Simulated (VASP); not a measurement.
Input of a VASP 6.6.1 run:

INCAR

```
  PREC = Accurate
  ENCUT = 520
  EDIFF = 1E-6
  ISMEAR = 0
  SIGMA = 0.1
  LREAL = False
  LASPH = True
  NELM = 80
  ALGO = Fast
  ISIF = 2
  LWAVE = False
  LCHARG = False
  GGA = PE
  NBANDS = 18
```

File KPOINTS:

```
regular mesh
0
Gamma
  6 6 6
```

The input POSCAR:

```
GaH6
1.0
   -2.1225326655      2.1225326655      2.1225326655
    2.1225326655     -2.1225326655      2.1225326655
    2.1225326655      2.1225326655     -2.1225326655
Ga H
1 6
Direct
    0.0000000000      0.0000000000      0.0000000000
    0.5000000000      0.7500000000      0.2500000000
    0.5000000000      0.2500000000      0.7500000000
    0.2500000000      0.5000000000      0.7500000000
    0.7500000000      0.5000000000      0.2500000000
    0.7500000000      0.2500000000      0.5000000000
    0.2500000000      0.7500000000      0.5000000000
```

Potentials or basis: VASP PAW PBE potentials, release 64 (Ga_d, H).

The run is started by

```console
$ cat potpaw_PBE.64/Ga_d/POTCAR potpaw_PBE.64/H/POTCAR > POTCAR
$ mpirun -np 1 vasp_std > vasp.out
```

Q: Predict the pressure.

A: -0.2 GPa.

Q: Estimate the band gap on the k mesh.

A: None (metal or under the smearing width).
